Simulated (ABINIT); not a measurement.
# NaCl (Fm-3m): G0W0 in ABINIT against the bands in the self-energy, part 2 of 2

Aim: move the bands in the self-energy of a G0W0 run on NaCl (Fm-3m) over a wide range.

ABINIT 10.8.3; PBE and many-body steps on it, plane waves. Known limits of the many-body steps: not at the basis limit; coarse k mesh.

So far. Step 2 (Screening, 4×4×4 mesh, 293 bands, screening to 272.1 eV): Local fields lower ε∞ by 15 %. On a Γ-centred mesh this coarse the value itself is usually too large, while a short band sum pulls it down.

The database entry behind the starting cell differs from later determinations by our own check (an axis about 0.4 % short against later determinations), so it need not match the best structure at ambient conditions.

**6. 80 bands**

Level of this step: G0W0 on PBE, plane waves, norm-conserving pseudopotentials (ABINIT).

The self-energy is evaluated for the states that the input lists, and the levels follow from it, in one-shot runs by the linearised quasiparticle equation.

Contents of run.abi:

```
acell 3*1.0 Angstrom
rprim 
  0.000000000000 2.810000000000 2.810000000000
  2.810000000000 0.000000000000 2.810000000000
  2.810000000000 2.810000000000 0.000000000000
ntypat 2
znucl 11 17
natom 2
typat 1 2
xred 
  0.000000000000 0.000000000000 0.000000000000
  0.500000000000 0.500000000000 0.500000000000
pp_dirpath "pseudos"
pseudos "Na.upf, Cl.upf"
ecut 38
ngkpt 4 4 4
nshiftk 1
shiftk 0 0 0
kptopt 1
chksymbreak 0
istwfk *1
occopt 1
irdwfk 1
optdriver 4
nband 80
gwcalctyp 0
ecutsigx 38
symsigma 1
nkptgw 1
kptgw 
  0.0000000000 0.0000000000 0.0000000000
bdgw 
  6 12
ecuteps 10
irdscr 1
ppmodel 1
indata_prefix "in"
outdata_prefix "out"
tmpdata_prefix "tmp"
```

Run with:

```
$ OMP_NUM_THREADS=1 mpirun -n 4 abinit run.abi > log
```

Log:

```text
.Version 10.8.3 of ABINIT. v10.8.2 released Aug 2026.

 Symmetries : space group Fm -3 m (#225); Bravais cF (face-center cubic)
[... echo of the input left out ...]
== DATASET  1 ==================================================================
-   mpi_nproc: 4, omp_nthreads: 1 (-1 if OMP is not activated)

--- !DatasetInfo
iteration_state: {dtset: 1, }
dimensions: {natom: 2, nkpt: 8, mband: 80, nsppol: 1, nspinor: 1, nspden: 1, mpw: 3383, }
cutoff_energies: {ecut:  38.0, pawecutdg:  -1.0, }
[...]
10  10.523  -8.376  -3.599  -3.223   0.856  -0.168  -7.045   1.331  11.854
       11  10.523  -8.376  -3.599  -3.223   0.856  -0.168  -7.045   1.331  11.854
       12  10.523  -8.376  -3.599  -3.223   0.856  -0.168  -7.045   1.331  11.854

== END DATASET(S) ==============================================================
================================================================================

 -outvars: echo values of variables after computation  --------
           etotal      0.0000000000E+00
            nband          80
             nkpt           8
          spgroup         225
 [... the other variables as echoed above ...]

 Calculation completed.
```

Run time: 14 s. Hardware: 4 MPI ranks of Arm Neoverse V1, shared host; peak memory 1.1 GiB; 54 s of CPU time.

Numbers from this step:

- G0W0 gap on the points computed: 8.026 eV
- starting gap on the mesh: 5.150 eV
- k of the valence top: 0, 0, 0
- k of the conduction bottom: 0, 0, 0
- least direct G0W0 gap on the computed points: 8.026 eV

The gap on the mesh goes from 5.15 eV to 8.03 eV, a correction of +2.88 eV.

**7. 174 bands**

Changes to run.abi since step 6:

```diff
@@ -24,3 +24,3 @@
 optdriver 4
-nband 80
+nband 174
 gwcalctyp 0
```

Log:

```text
.Version 10.8.3 of ABINIT. v10.8.2 released Aug 2026.

 Symmetries : space group Fm -3 m (#225); Bravais cF (face-center cubic)
[... echo of the input left out ...]
== DATASET  1 ==================================================================
-   mpi_nproc: 4, omp_nthreads: 1 (-1 if OMP is not activated)

--- !DatasetInfo
iteration_state: {dtset: 1, }
dimensions: {natom: 2, nkpt: 8, mband: 174, nsppol: 1, nspinor: 1, nspden: 1, mpw: 3383, }
cutoff_energies: {ecut:  38.0, pawecutdg:  -1.0, }
[...]
10  10.523  -8.376  -3.599  -3.341   0.856  -0.169  -7.147   1.229  11.753
       11  10.523  -8.376  -3.599  -3.341   0.856  -0.169  -7.147   1.229  11.753
       12  10.523  -8.376  -3.599  -3.341   0.856  -0.169  -7.147   1.229  11.753

== END DATASET(S) ==============================================================
================================================================================

 -outvars: echo values of variables after computation  --------
           etotal      0.0000000000E+00
            nband         174
             nkpt           8
          spgroup         225
 [... the other variables as echoed above ...]

 Calculation completed.
```

The job ended after 27 s (4 MPI ranks; peak memory 1.5 GiB; 1.8 min of CPU time).

Numbers from this step:

* G0W0 gap on the points computed: 8.125 eV
* starting gap on the mesh: 5.150 eV
* k of the valence top: 0, 0, 0
* k of the conduction bottom: 0, 0, 0
* least direct G0W0 gap on the computed points: 8.125 eV

Against the run before, the gap moves by +0.099 eV.

**8. 293 bands**

Changes to run.abi since step 7:

```diff
@@ -24,3 +24,3 @@
 optdriver 4
-nband 174
+nband 293
 gwcalctyp 0
```

Log:

```text
.Version 10.8.3 of ABINIT. v10.8.2 released Aug 2026.

 Symmetries : space group Fm -3 m (#225); Bravais cF (face-center cubic)
[... echo of the input left out ...]
== DATASET  1 ==================================================================
-   mpi_nproc: 4, omp_nthreads: 1 (-1 if OMP is not activated)

--- !DatasetInfo
iteration_state: {dtset: 1, }
dimensions: {natom: 2, nkpt: 8, mband: 293, nsppol: 1, nspinor: 1, nspden: 1, mpw: 3383, }
cutoff_energies: {ecut:  38.0, pawecutdg:  -1.0, }
[...]
10  10.523  -8.376  -3.599  -3.374   0.856  -0.169  -7.176   1.200  11.723
       11  10.523  -8.376  -3.599  -3.374   0.856  -0.169  -7.176   1.200  11.723
       12  10.523  -8.376  -3.599  -3.374   0.856  -0.169  -7.176   1.200  11.723

== END DATASET(S) ==============================================================
================================================================================

 -outvars: echo values of variables after computation  --------
           etotal      0.0000000000E+00
            nband         293
             nkpt           8
          spgroup         225
 [... the other variables as echoed above ...]

 Calculation completed.
```

Elapsed: 43 s, on 4 MPI ranks; peak memory 2.1 GiB.

Numbers from this step:

* G0W0 gap on the points computed: 8.159 eV
* starting gap on the mesh: 5.150 eV
* k of the valence top: 0, 0, 0
* k of the conduction bottom: 0, 0, 0
* least direct G0W0 gap on the computed points: 8.159 eV

Against the run before, the gap moves by +0.034 eV.

**9. The runs together**

Times are wall times on 4 MPI ranks of Arm Neoverse V1, shared host, good to a factor of about two. A run's time includes the screening step that it read.

| run | mesh | bands | screening cutoff (eV) | DFT gap (eV) | gap on the mesh (eV) | direct (eV) | ε∞ used | time |
| --- | --- | --- | --- | --- | --- | --- | --- | --- |
| 16 bands | 4×4×4 | 16 | 272.1 | 5.150 | 7.618 | 7.618 | 2.38 | 1.9 min |
| 17 bands | 4×4×4 | 17 | 272.1 | 5.150 | 7.622 | 7.622 | 2.38 | 1.9 min |
| 33 bands | 4×4×4 | 33 | 272.1 | 5.150 | 7.861 | 7.861 | 2.38 | 1.9 min |
| 80 bands | 4×4×4 | 80 | 272.1 | 5.150 | 8.026 | 8.026 | 2.38 | 2 min |
| 174 bands | 4×4×4 | 174 | 272.1 | 5.150 | 8.125 | 8.125 | 2.38 | 2.3 min |
| 293 bands | 4×4×4 | 293 | 272.1 | 5.150 | 8.159 | 8.159 | 2.38 | 2.5 min |

**10. What came out**

| Item | Value |
| --- | --- |
| 16 bands | 7.618 eV |
| 17 bands | 7.622 eV |
| 33 bands | 7.861 eV |
| 80 bands | 8.026 eV |
| 174 bands | 8.125 eV |
| 293 bands | 8.159 eV |
| known limits | not at the basis limit; coarse k mesh |

The setting moved: bands in the self-energy. From 16 bands to 293 bands the gap moves by +0.54 eV. The last step still moves it by +0.034 eV. Bands and screening cutoff are coupled, so a series along one setting does not show full convergence. Bands and cutoff are finite, so the gap is not at the basis limit. The miss can reach some tenths of an eV and take either sign; the mesh is an error of its own. In the G0W0 runs levels were corrected at 1 k point alone, so a gap called «on the mesh» is the least over those, and an edge elsewhere would be missed. The 4×4×4 mesh is coarse for this cell, which bears on the long-range parts of exchange and screening.

[Paths, hosts, dates, memory and timing lines, banners, echoed tables and standing remarks are left out of the program output.]

[Logs are printed without paths, hosts, clocks, repeated set-up lines and the standing remarks that a program may print on its own settings, such as how far it seeks lower states.]

[Runs of the session that timed out or met a known fault of the program may be left out.]

[Hosts, paths, dates, database ids (printed as entryN), source tags and the programs' standing remarks are cut or masked in the printed files.]

[G0W0 gaps are taken among the corrected bands and points alone; a level outside them can change the order at an edge.]

[Where Ansatz stands beside ABINIT at settings called matched, ABINIT's density can come from a denser mesh and the files from another edition; pairs whose starting gaps differed by over 0.03 eV were left out, so agreement reads better than it is.]
